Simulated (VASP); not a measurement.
# GaN: how numerical settings change the zone-centre modes, part 2 of 3

How far do the zone-centre frequencies of GaN depend on the numerical settings? The starting structure is a measured crystal structure from the Crystallography Open Database.

VASP 6.6.1.

## (2) Reference modes (continued)

Level of this step: LDA; plane waves and PAW (Ga_d, N) (VASP).

From OUTCAR (step 2):

```text
ion  position               nearest neighbor table
   1  0.333  0.667  0.092-   4 1.93   4 1.93   4 1.93   3 1.94
   2  0.667  0.333  0.592-   3 1.93   3 1.93   3 1.93   4 1.94
   3  0.333  0.667  0.468-   2 1.93   2 1.93   2 1.93   1 1.94
   4  0.667  0.333  0.968-   1 1.93   1 1.93   1 1.93   2 1.94

  LATTYP: Found a hexagonal cell.
 ALAT       =     3.1576066445
 C/A-ratio  =     1.6302431724

 Subroutine GETGRP returns: Found 12 space group operations
 (whereof  6 operations were pure point group operations)

The static configuration has the point symmetry C_3v.
 The point group associated with its full space group is C_6v.

 Found     76 irreducible k-points:

   k-points           NKPTS =     76   k-points in BZ     NKDIM =     76   number of bands    NBANDS=     24

   dimension x,y,z NGX =    24 NGY =   24 NGZ =   40
   dimension x,y,z NGXF=    48 NGYF=   48 NGZF=   80

   ENCUT  =  520.0 eV  38.22 Ry    6.18 a.u.   5.87  5.87  9.57*2*pi/ulx,y,z

   NELECT =      36.0000    total number of electrons

 k-points in reciprocal lattice and weights: Automatic mesh
   0.00000000  0.00000000  0.00000000       0.001
   0.08333333  0.00000000  0.00000000       0.007
   0.16666667  0.00000000  0.00000000       0.007
   0.25000000 -0.00000000  0.00000000       0.007
   0.33333333 -0.00000000  0.00000000       0.007
   0.41666667  0.00000000  0.00000000       0.007
   0.50000000 -0.00000000  0.00000000       0.003
   0.08333333  0.08333333  0.00000000       0.007
   0.16666667  0.08333333  0.00000000       0.014
[...]
0.33333333  0.25000000  0.50000000       0.014
   0.33333333  0.33333333  0.50000000       0.002

 average (electrostatic) potential at core
       1 -64.4167       2 -64.4167       3 -61.6771       4 -61.6771

  Total       -0.0019650     -0.0019650      0.0001330     -0.0000000      0.0000000      0.0000000
  in kB       -0.0708293     -0.0708293      0.0047941     -0.0000000      0.0000000      0.0000000
  external PRESSURE =      -0.0456215 kB  Pullay stress =       0.0000000 kB

  energy-cutoff  :      520.00
  volume of cell :       44.45
      direct lattice vectors                 reciprocal lattice vectors
     3.157606644  0.000000000  0.000000000     0.316695559  0.182844266  0.000000000
    -1.578803322  2.734567569  0.000000000     0.000000000  0.365688532  0.000000000
     0.000000000  0.000000000  5.147666673     0.000000000  0.000000000  0.194262773

 POSITION                                       TOTAL-FORCE (eV/Angst)
 -----------------------------------------------------------------------------------
     -0.00000      1.82305      0.47250         0.000000     -0.000000      0.000599
      1.57880      0.91152      3.04633        -0.000000      0.000000      0.000599
     -0.00000      1.82305      2.41020        -0.000000      0.000000     -0.000599
      1.57880      0.91152      4.98403         0.000000      0.000000     -0.000599
 -----------------------------------------------------------------------------------
    total drift:                               -0.000000     -0.000000     -0.001009

 MACROSCOPIC STATIC DIELECTRIC TENSOR (including local field effects in DFT)
 ------------------------------------------------------
           5.585376     0.000000     0.000000
           0.000000     5.585376    -0.000000
           0.000000     0.000000     5.750375
 ------------------------------------------------------

 PIEZOELECTRIC TENSOR (including local field effects)  for field in x, y, z        (C/m^2)
          XX          YY          ZZ          XY          YZ          ZX
  --------------------------------------------------------------------------------
  x    -0.00000    -0.00000     0.00000     0.00000     0.00000     0.55473
  y     0.00000     0.00000     0.00000     0.00000     0.55473     0.00000
  z     0.49978     0.49978    -1.01616     0.00000     0.00000     0.00000

 BORN EFFECTIVE CHARGES (including local field effects) (in |e|, cummulative output)
 ---------------------------------------------------------------------------------
 ion    1
    1     2.58050     0.00000    -0.00000
    2     0.00000     2.58050     0.00000
    3    -0.00000    -0.00000     2.71643
 ion    2
    1     2.58050     0.00000     0.00000
    2     0.00000     2.58050     0.00000
    3     0.00000    -0.00000     2.71643
 ion    3
    1    -2.58050    -0.00000     0.00000
    2    -0.00000    -2.58050     0.00000
    3     0.00000     0.00000    -2.71643
 ion    4
    1    -2.58050    -0.00000     0.00000
    2    -0.00000    -2.58050     0.00000
    3     0.00000     0.00000    -2.71643

 Eigenvectors and eigenvalues of the dynamical matrix
 ----------------------------------------------------

   1 f  =   20.918449 THz   131.434490 2PiTHz  697.764343 cm-1    86.511714 meV
             X         Y         Z           dx          dy          dz
     -0.000000  1.823045  0.472496    -0.000000    0.000000    0.036958
      1.578803  0.911523  3.046329    -0.000000    0.000000   -0.036958
     -0.000000  1.823045  2.410198    -0.000000    0.000000   -0.706140
      1.578803  0.911523  4.984031     0.000000   -0.000000    0.706140

   2 f  =   17.095943 THz   107.416977 2PiTHz  570.259274 cm-1    70.703107 meV
             X         Y         Z           dx          dy          dz
     -0.000000  1.823045  0.472496     0.165475    0.180897    0.000000
      1.578803  0.911523  3.046329    -0.165475   -0.180897    0.000000
     -0.000000  1.823045  2.410198     0.447660    0.489382   -0.000000
      1.578803  0.911523  4.984031    -0.447660   -0.489382   -0.000000

   3 f  =   17.095943 THz   107.416977 2PiTHz  570.259274 cm-1    70.703107 meV
             X         Y         Z           dx          dy          dz
     -0.000000  1.823045  0.472496     0.180897   -0.165475    0.000000
      1.578803  0.911523  3.046329    -0.180897    0.165475   -0.000000
     -0.000000  1.823045  2.410198     0.489382   -0.447660    0.000000
      1.578803  0.911523  4.984031    -0.489382    0.447660    0.000000

   4 f  =   16.829838 THz   105.744993 2PiTHz  561.382978 cm-1    69.602587 meV
             X         Y         Z           dx          dy          dz
     -0.000000  1.823045  0.472496     0.195234    0.213427    0.000000
      1.578803  0.911523  3.046329     0.195234    0.213427    0.000000
     -0.000000  1.823045  2.410198    -0.435510   -0.476092   -0.000000
      1.578803  0.911523  4.984031    -0.435510   -0.476092   -0.000000

   5 f  =   16.829838 THz   105.744993 2PiTHz  561.382978 cm-1    69.602587 meV
             X         Y         Z           dx          dy          dz
     -0.000000  1.823045  0.472496     0.213427   -0.195234   -0.000000
      1.578803  0.911523  3.046329     0.213427   -0.195234   -0.000000
     -0.000000  1.823045  2.410198    -0.476092    0.435510    0.000000
      1.578803  0.911523  4.984031    -0.476092    0.435510    0.000000

   6 f  =   16.158360 THz   101.525973 2PiTHz  538.984889 cm-1    66.825579 meV
             X         Y         Z           dx          dy          dz
     -0.000000  1.823045  0.472496     0.000000   -0.000000    0.289090
      1.578803  0.911523  3.046329     0.000000   -0.000000    0.289090
     -0.000000  1.823045  2.410198    -0.000000    0.000000   -0.645312
      1.578803  0.911523  4.984031    -0.000000    0.000000   -0.645312

   7 f  =   10.108751 THz    63.515157 2PiTHz  337.191646 cm-1    41.806417 meV
             X         Y         Z           dx          dy          dz
     -0.000000  1.823045  0.472496    -0.000000    0.000000    0.706140
      1.578803  0.911523  3.046329    -0.000000    0.000000   -0.706140
     -0.000000  1.823045  2.410198    -0.000000    0.000000    0.036958
      1.578803  0.911523  4.984031     0.000000   -0.000000   -0.036958

   8 f  =    4.198409 THz    26.379384 2PiTHz  140.043864 cm-1    17.363218 meV
             X         Y         Z           dx          dy          dz
     -0.000000  1.823045  0.472496     0.447674    0.489369    0.000000
      1.578803  0.911523  3.046329    -0.447674   -0.489369    0.000000
     -0.000000  1.823045  2.410198    -0.165480   -0.180892    0.000000
      1.578803  0.911523  4.984031     0.165480    0.180892    0.000000

   9 f  =    4.198409 THz    26.379384 2PiTHz  140.043864 cm-1    17.363218 meV
             X         Y         Z           dx          dy          dz
     -0.000000  1.823045  0.472496     0.489369   -0.447674   -0.000000
      1.578803  0.911523  3.046329    -0.489369    0.447674   -0.000000
     -0.000000  1.823045  2.410198    -0.180892    0.165480   -0.000000
      1.578803  0.911523  4.984031     0.180892   -0.165480   -0.000000

  10 f/i=    0.001774 THz     0.011145 2PiTHz    0.059167 cm-1     0.007336 meV
             X         Y         Z           dx          dy          dz
     -0.000000  1.823045  0.472496    -0.000000   -0.000000   -0.645312
      1.578803  0.911523  3.046329    -0.000000   -0.000000   -0.645312
     -0.000000  1.823045  2.410198    -0.000000   -0.000000   -0.289090
      1.578803  0.911523  4.984031    -0.000000   -0.000000   -0.289090

  11 f/i=    0.002418 THz     0.015193 2PiTHz    0.080658 cm-1     0.010000 meV
             X         Y         Z           dx          dy          dz
     -0.000000  1.823045  0.472496    -0.321539   -0.559415    0.000000
      1.578803  0.911523  3.046329    -0.321539   -0.559415    0.000000
     -0.000000  1.823045  2.410198    -0.144143   -0.250780    0.000000
      1.578803  0.911523  4.984031    -0.144143   -0.250780    0.000000

  12 f/i=    0.002418 THz     0.015193 2PiTHz    0.080658 cm-1     0.010000 meV
             X         Y         Z           dx          dy          dz
     -0.000000  1.823045  0.472496    -0.559415    0.321539   -0.000000
      1.578803  0.911523  3.046329    -0.559415    0.321539   -0.000000
     -0.000000  1.823045  2.410198    -0.250780    0.144143   -0.000000
      1.578803  0.911523  4.984031    -0.250780    0.144143   -0.000000

 MACROSCOPIC STATIC DIELECTRIC TENSOR IONIC CONTRIBUTION
 ------------------------------------------------------
           4.011366     0.000000    -0.000000
           0.000000     4.011366     0.000000
          -0.000000     0.000000     4.824389
 ------------------------------------------------------

 ELASTIC MODULI CONTR FROM IONIC RELAXATION (kBar)
 Direction    XX          YY          ZZ          XY          YZ          ZX
 --------------------------------------------------------------------------------
 XX        -671.9562    297.8189    353.1762     -0.0000     -0.0000      0.0000
 YY         297.8189   -671.9562    353.1762     -0.0000      0.0000     -0.0000
 ZZ         353.1762    353.1762   -666.7789      0.0000      0.0000     -0.0000
 XY          -0.0000     -0.0000      0.0000   -484.8876      0.0000      0.0000
 YZ          -0.0000      0.0000      0.0000      0.0000   -161.4113     -0.0000
 ZX           0.0000     -0.0000     -0.0000      0.0000     -0.0000   -175.0682
 --------------------------------------------------------------------------------

 PIEZOELECTRIC TENSOR IONIC CONTR  for field in x, y, z        (C/m^2)
          XX          YY          ZZ          XY          YZ          ZX
  --------------------------------------------------------------------------------
  x     0.00000    -0.00000    -0.00000     0.00000    -0.00000    -0.78854
  y    -0.00000     0.00000     0.00000     0.00000    -0.75716    -0.00000
  z    -0.89391    -0.89391     1.68766    -0.00000    -0.00000     0.00000
```

Energies printed during the response cycles are not total energies of the cell.

Reference: the zone-centre modes are B1 (2) 697.8, E2 (2) 570.3, E1 561.4, A1 539.0, B1 (1) 337.2, E2 (1) 140.0 cm⁻¹.

## (3) Modes with a 6×6×4 mesh

Against step 2 the input has a 6×6×4 mesh.

Contents of INCAR:

```
SYSTEM = GaN
PREC = Accurate
ENCUT = 520
EDIFF = 1E-08
NELM = 100
ISMEAR = 0
SIGMA = 0.03
LREAL = .FALSE.
ALGO = Normal
GGA = CA
NBANDS = 24
LORBIT = 11
LWAVE = .FALSE.
LCHARG = .FALSE.
KPAR = 8
IBRION = 8
LEPSILON = .TRUE.
LPEAD = .TRUE.
ISIF = 2
```

Contents of POSCAR:

```
GaN
1.0
    3.1576066445      0.0000000000      0.0000000000
   -1.5788033222      2.7345675693      0.0000000000
    0.0000000000      0.0000000000      5.1476666732
Ga N
2 2
Direct
    0.3333333333      0.6666666667      0.0917883034
    0.6666666667      0.3333333333      0.5917883034
    0.3333333333      0.6666666667      0.4682116966
    0.6666666667      0.3333333333      0.9682116966
```

Contents of KPOINTS:

```
Automatic mesh
0
Gamma
6 6 4
0 0 0
```

Potentials, in the order of the species: Ga_d and N (LDA family, release 64).

Command:

```
> mpirun -np 8 vasp_std
```

Log:

```text
[banner, memory and clock lines left out]
running    8 mpi-ranks, on    1 nodes
[...]
[... a notice as in an earlier step ...]

 LDA part: xc-table for (Slater(with rela. corr.)+CA(PZ))
 , standard interpolation
 POSCAR, INCAR and KPOINTS ok, starting setup
[...]
entering main loop
       N       E                     dE             d eps       ncg     rms          rms(c)
DAV:   1     0.266796346898E+03    0.26680E+03   -0.18239E+04  1096   0.280E+03
DAV:   2    -0.230953405813E+00   -0.26703E+03   -0.25609E+03  1112   0.510E+02
DAV:   3    -0.311720291429E+02   -0.30941E+02   -0.30694E+02  1216   0.141E+02
DAV:   4    -0.320459474470E+02   -0.87392E+00   -0.87227E+00  1288   0.260E+01
[...]
DAV:  19    -0.279062897749E+02    0.96985E-07   -0.44075E-07  1552   0.559E-03    0.183E-03
DAV:  20    -0.279062897640E+02    0.10849E-07   -0.10717E-07  1512   0.301E-03    0.164E-04
DAV:  21    -0.279062897689E+02   -0.49158E-08   -0.13912E-08   712   0.985E-04
   1 F= -.27906290E+02 E0= -.27906290E+02  d E =-.168676E-11
[...]
RMM:  13    -0.230126542146E+00    0.59656E-07   -0.21872E-09  6621   0.526E-06    0.738E-08
 first order change of Fermi-energy   0.13165E-02
 force on displaced ion       3 direction 1 : -14.189  -0.002   0.000
 Born effective charge ion    3 direction 1 :  -2.577  -0.004  -0.000
 Linear response progress:
  Degree of freedom:   4/  4
       N       E                     dE             d eps       ncg     rms          rms(c)
RMM:   1    -0.248201762959E+00   -0.24820E+00    0.16352E-01  2905   0.340E+00
RMM:   2    -0.242950890973E+00    0.52509E-02   -0.14591E-02  1915   0.108E+00    0.142E-01
RMM:   3    -0.243614738815E+00   -0.66385E-03   -0.29572E-03  2025   0.397E-01    0.667E-02
RMM:   4    -0.244477419448E+00   -0.86268E-03   -0.36652E-04  2206   0.165E-01    0.187E-02
[...]
RMM:  13    -0.244677396468E+00   -0.53897E-07   -0.69248E-08  2174   0.110E-05    0.551E-07
RMM:  14    -0.244677263384E+00    0.13308E-06    0.22016E-08  2148   0.546E-06    0.196E-07
RMM:  15    -0.244677360128E+00   -0.96745E-07   -0.12723E-08  1713   0.297E-06    0.669E-08
 first order change of Fermi-energy  -0.71139E+00
 force on displaced ion       3 direction 3 :  -0.000   0.000 -18.735
 Born effective charge ion    3 direction 3 :   0.000   0.000  -2.715
 Born effective charges drift removed
 Linear response finished
```

The job ended after 2.6 min (8 MPI ranks of AMD EPYC 7R43, shared host; peak memory 2.8 GiB).

Parts of OUTCAR (step 3):

```text
  Total       -0.0020745     -0.0020745     -0.0176390     -0.0000000      0.0000000     -0.0000000
  in kB       -0.0747769     -0.0747769     -0.6358113     -0.0000000      0.0000000     -0.0000000
  external PRESSURE =      -0.2617884 kB  Pullay stress =       0.0000000 kB

 POSITION                                       TOTAL-FORCE (eV/Angst)
 -----------------------------------------------------------------------------------
     -0.00000      1.82305      0.47250        -0.000000      0.000000      0.000511
      1.57880      0.91152      3.04633         0.000000     -0.000000      0.000511
     -0.00000      1.82305      2.41020         0.000000      0.000000     -0.000511
      1.57880      0.91152      4.98403        -0.000000      0.000000     -0.000511
 -----------------------------------------------------------------------------------
    total drift:                               -0.000000     -0.000000     -0.001016

 MACROSCOPIC STATIC DIELECTRIC TENSOR (including local field effects in DFT)
 ------------------------------------------------------
           5.503966     0.000000     0.000000
           0.000000     5.503966     0.000000
          -0.000000     0.000000     5.732504
 ------------------------------------------------------

 MACROSCOPIC STATIC DIELECTRIC TENSOR IONIC CONTRIBUTION
 ------------------------------------------------------
           3.999168     0.000000    -0.000000
           0.000000     3.999168     0.000000
          -0.000000     0.000000     4.821190
 ------------------------------------------------------

[... 1 part as in an earlier step ...]

[... 1 further part left out ...]
```

With a 6×6×4 mesh the modes are at the top B1 (2) 697.8, E2 (2) 570.3 cm⁻¹, at the bottom B1 (1) 337.8, E2 (1) 140.1 cm⁻¹, with 2 more of the listed ones between; the largest shift is +0.6 cm⁻¹, in B1 (1), from the reference.

## (4) Modes with a cutoff of 400 eV

Against step 2 the input has ENCUT = 400.

INCAR: that of step 3 with these lines changed.

```diff
@@ -2,3 +2,3 @@
 PREC = Accurate
-ENCUT = 520
+ENCUT = 400
 EDIFF = 1E-08
```

POSCAR is that of step 3.

Contents of KPOINTS:

```
Automatic mesh
0
Gamma
12 12 6
0 0 0
```

Command:

```
> mpirun -np 8 vasp_std
```

Log:

```text
[... set-up lines as in an earlier step ...]
 entering main loop
       N       E                     dE             d eps       ncg     rms          rms(c)
DAV:   1     0.243339698400E+03    0.24334E+03   -0.15607E+04  3920   0.240E+03
DAV:   2    -0.302307898247E+01   -0.24636E+03   -0.23558E+03  4120   0.467E+02
DAV:   3    -0.312584244291E+02   -0.28235E+02   -0.28041E+02  4392   0.132E+02
DAV:   4    -0.319913615807E+02   -0.73294E+00   -0.73220E+00  4392   0.241E+01
[...]
DAV:  17    -0.279075527887E+02    0.15803E-05   -0.38829E-06  6232   0.207E-02    0.521E-03
DAV:  18    -0.279075527429E+02    0.45761E-07   -0.60900E-07  5056   0.542E-03    0.157E-03
DAV:  19    -0.279075527374E+02    0.54943E-08   -0.35235E-08  3504   0.150E-03
   1 F= -.27907553E+02 E0= -.27907553E+02  d E =-.322036E-16
 Linear response reoptimize wavefunctions to high precision
DAV:   1    -0.279075527347E+02    0.27194E-08   -0.17806E-08  4536   0.132E-03
DAV:   2    -0.279075527352E+02   -0.49113E-09   -0.45379E-09  2544   0.442E-04
[...]
RMM:  14    -0.229667410853E+00    0.37400E-07    0.11946E-08 28819   0.758E-06    0.442E-08
 first order change of Fermi-energy  -0.18264E-04
 force on displaced ion       3 direction 1 : -14.118   0.000   0.000
 Born effective charge ion    3 direction 1 :  -2.581   0.000  -0.000
 Linear response progress:
  Degree of freedom:   4/  4
       N       E                     dE             d eps       ncg     rms          rms(c)
RMM:   1    -0.247418923102E+00   -0.24742E+00    0.16914E-01 12362   0.336E+00
RMM:   2    -0.242412370597E+00    0.50066E-02   -0.14700E-02  8070   0.109E+00    0.144E-01
RMM:   3    -0.243169530057E+00   -0.75716E-03   -0.30691E-03  8574   0.403E-01    0.683E-02
RMM:   4    -0.244087545109E+00   -0.91802E-03   -0.57021E-04  9217   0.171E-01    0.193E-02
[...]
RMM:  12    -0.244288214610E+00    0.15997E-06    0.81958E-08  9295   0.367E-05    0.176E-06
RMM:  13    -0.244288285240E+00   -0.70630E-07   -0.25183E-08  9131   0.220E-05    0.631E-07
RMM:  14    -0.244288294023E+00   -0.87829E-08    0.11173E-08  9300   0.129E-05    0.198E-07
 first order change of Fermi-energy  -0.97081E+00
 force on displaced ion       3 direction 3 :   0.000   0.000 -18.567
 Born effective charge ion    3 direction 3 :   0.000   0.000  -2.717
 Born effective charges drift removed
 Linear response finished
```

Run time: 9.3 min. Hardware: 8 MPI ranks; peak memory 6 GiB; 74 min of CPU time.

From OUTCAR (step 4):

```text
  Total       -1.0139202     -1.0139202     -1.0152497     -0.0000000      0.0000000      0.0000000
  in kB      -36.5474662    -36.5474662    -36.5953873     -0.0000000      0.0000000      0.0000000
  external PRESSURE =     -36.5634399 kB  Pullay stress =       0.0000000 kB

 POSITION                                       TOTAL-FORCE (eV/Angst)
 -----------------------------------------------------------------------------------
     -0.00000      1.82305      0.47250         0.000000      0.000000      0.001379
      1.57880      0.91152      3.04633        -0.000000      0.000000      0.001379
     -0.00000      1.82305      2.41020        -0.000000      0.000000     -0.001379
      1.57880      0.91152      4.98403        -0.000000     -0.000000     -0.001379
 -----------------------------------------------------------------------------------
    total drift:                               -0.000001     -0.000001      0.001727

 MACROSCOPIC STATIC DIELECTRIC TENSOR (including local field effects in DFT)
 ------------------------------------------------------
           5.593139     0.000000     0.000000
           0.000000     5.593139     0.000000
           0.000000     0.000000     5.758320
 ------------------------------------------------------

 MACROSCOPIC STATIC DIELECTRIC TENSOR IONIC CONTRIBUTION
 ------------------------------------------------------
           4.019488     0.000000     0.000000
           0.000000     4.019488     0.000000
           0.000000     0.000000     4.842177
 ------------------------------------------------------

[... 1 part as in an earlier step ...]

[... 1 further part left out ...]
```

With a cutoff of 400 eV the modes are at the top B1 (2) 693.5, E2 (2) 568.6 cm⁻¹, at the bottom B1 (1) 336.7, E2 (1) 139.4 cm⁻¹, with 2 more of the listed ones between; the largest shift is -4.3 cm⁻¹, in B1 (2), from the reference.

(Part 2 of 3 ends here.)

[Lines on the potential files, build, host, timing and source positions are cut from VASP's logs without a mark.]

[Logs are printed without paths, hosts, clocks, repeated set-up lines and the standing remarks that a program may print on its own settings, such as how far it seeks lower states.]

[Hosts, paths, dates, database ids (printed as entryN), source tags and the programs' standing remarks are cut or masked in the printed files.]
